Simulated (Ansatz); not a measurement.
SnO, 4 atoms in the cell. Symmetry: P4/nmm, No. 129, tetragonal system. Conventional cell: a = 3.814 Å, b = 3.814 Å, c = 4.887 Å, α = 90.00°, β = 90.00°, γ = 90.00°. Around Sn (site symmetry 4mm) lie 4 O at 2.23 Å. O (site symmetry -4m2) has 4 Sn at 2.23 Å as nearest neighbours. The cell is a database's computed one.

- Program: Ansatz 0.2.0
- Task: relaxation of cell and atoms
- Functional: PBEsol
- Potentials or basis: all-electron LAPW, scalar-relativistic
- Basis error allowed: 0.002 eV/atom
- k mesh: 7 × 7 × 6
- Occupations: fermi-dirac, width 0.05 eV
- Spin: no spin polarisation

Potentials or basis: all-electron LAPW, scalar-relativistic.

Command:

```sh
$ ansatz run input.yaml --threads 2 --pin off --max-ram 8192MiB --backend cpu --events-out ev --progress --plain --runs-dir out
```

Hardware: 2 threads of Arm Neoverse V1, with other jobs on the host.

Problem. How long does it take, and how much memory?

Solution. Wall time 70 s on 2 threads of Arm Neoverse V1 (shared host), peak memory 0.52 GiB. Counts: scf iterations 34, plane waves 1019, k points 40, bands 36, ion steps 6.
